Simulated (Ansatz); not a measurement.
# MnSb: the change of energy less free atoms and pressure with volume scale

Results calculated with Ansatz 0.2.0, not measured. Periodic Kohn-Sham DFT of a crystal at fixed atoms, scaled to volume_scale times the given cell; pressure positive in compression, energy less spherical unpolarised free atoms, largest_vzz the field gradient of largest size among the nuclei.

The cell before it is scaled or strained (space group Fm-3m, No. 225):
```
MnSb
1.0
      0.0000     2.7858     2.7858
      2.7858     0.0000     2.7858
      2.7858     2.7858     0.0000
Mn Sb
1 1
Direct
  0.00000 0.00000 0.00000
  0.50000 0.50000 0.50000
```

Settings of every row: method all-electron LAPW; functional PBE; relativity scalar; k mesh 11x11x11; filling fermi-dirac; smearing width 0.03 eV; basis error target 1 meV/atom; nucleus gaussian.

Atom:
```csv
element,start moment (bohr magneton)
Mn,4
Sb,0
```

Limits: no spin-orbit coupling on heavy atoms; the cell comes from a prototype or a list of computed structures and needn't be the stable phase; with one magnetic atom in the cell only parallel moments are possible.

```csv
row,volume scale,V (Å³/atom),energy less free atoms (eV/atom),pressure (GPa),cell moment (bohr magneton)
1,0.96,20.755,-6.6054,2.9,3.736
2,0.98,21.187,?,?,?
3,1,21.62,-6.613,0.058,3.789
4,1.02,22.052,-6.6116,-1.062,3.829
5,1.04,22.484,-6.6074,-2.079,3.867
```

Question: what energy less free atoms and pressure should row 2 give?

Worked fit of energy less free atoms. Take u = (V_r/V)^(2/3) − 1 with V_r = 21.836 Å³ an atom, which is twice the finite (Eulerian) strain; such expansions in the strain, on which the Birch-Murnaghan equation of state is built, carry the rest volume and the bulk modulus. The shown rows have u = 0.03443, 0.00665, -0.00654, -0.01931. Least squares give energy less free atoms = −6.6127 − 0.1003 × u + 9.063 × u² eV/atom; a straight line predicts inner rows, each left out in turn, worse (root mean square 0.004 against 0.00011 eV/atom). The rows lie off it by 0.0000, 0.0000, 0.0001, 0.0000. The withheld row has u = 0.02032, so the fit gives −6.6127 − 0.1003 × (0.02032) + 9.063 × (0.02032)² = -6.6110 eV/atom.

The calculation gave -6.6111 eV/atom. The fit lies 0.0001 eV/atom (1.3 % of the column's range) above it, one unit of the last digit.

Worked fit of pressure. Take u = (V_r/V)^(2/3) − 1 with V_r = 21.836 Å³ an atom, which is twice the finite (Eulerian) strain; such expansions in the strain, on which the Birch-Murnaghan equation of state is built, carry the rest volume and the bulk modulus. The shown rows have u = 0.03443, 0.00665, -0.00654, -0.01931. Least squares give pressure = −0.5247 + 87.075 × u + 358.35 × u² GPa; a straight line predicts inner rows, each left out in turn, worse (root mean square 0.16 against 0.034 GPa). The rows lie off it by 0.002, -0.012, 0.017, -0.007 (root mean square 0.011 GPa). The pressure vanishes at u = 0.0059, or V = 21.64 Å³ an atom, and there the bulk modulus at fixed shape and fractions is B = −V dP/dV = (2/3)(1 + u) dP/du = 61.2 GPa. The withheld row has u = 0.02032, so the fit gives −0.5247 + 87.075 × (0.02032) + 358.35 × (0.02032)² = 1.393 GPa.

The calculation gave 1.378 GPa. The fit lies 0.015 GPa (1.1 % of the value, 0.3 % of the column's range) above it; its largest miss of a shown row is 0.017 GPa.

The other values of row 2: cell moment 3.761 bohr magneton.
